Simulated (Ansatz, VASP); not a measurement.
**MgB2 in VASP and in Ansatz**

```
Mg B
1.0
     3.08500    0.00000    0.00000
    -1.54250    2.67169    0.00000
     0.00000    0.00000    3.52300
Mg B
1 2
Cartesian
  0.0000 0.0000 0.0000
  0.0000 1.7811 1.7615
  1.5425 0.8906 1.7615
```

Alike in both runs: task relaxation of cell and atoms; functional LDA; k mesh 12 × 12 × 9; occupations fermi-dirac, width 0.1 eV; no spin polarisation.

```csv
,VASP,Ansatz
version,VASP 6.6.1,Ansatz 0.2.0
potentials or method,"VASP PAW LDA potentials, release 64 (Mg, B)",PAW plane waves
plane-wave cutoff (eV),600,420
valence electrons in the cell,8,16
```

```csv
,VASP,Ansatz,Ansatz less VASP
"gap on the k mesh at the Fermi level, each at its own relaxed structure (eV)",none,none,-
relaxed volume (Å³/atom),9.15,9.19,+0.041
relaxed cell length with the largest relative difference (Å),3.442,3.450,+0.0082
energy change over the relaxation (meV/atom),-14,-12,+2.0
```

A gap of «none» marks a metal or a gap that the smearing closes. The two sets of potentials don't hold the same shells in valence. Ansatz warned: «pseudo_functional_mismatch».

LDA usually gives volumes a few per cent too small. Zero-point motion and thermal expansion aren't in these numbers.
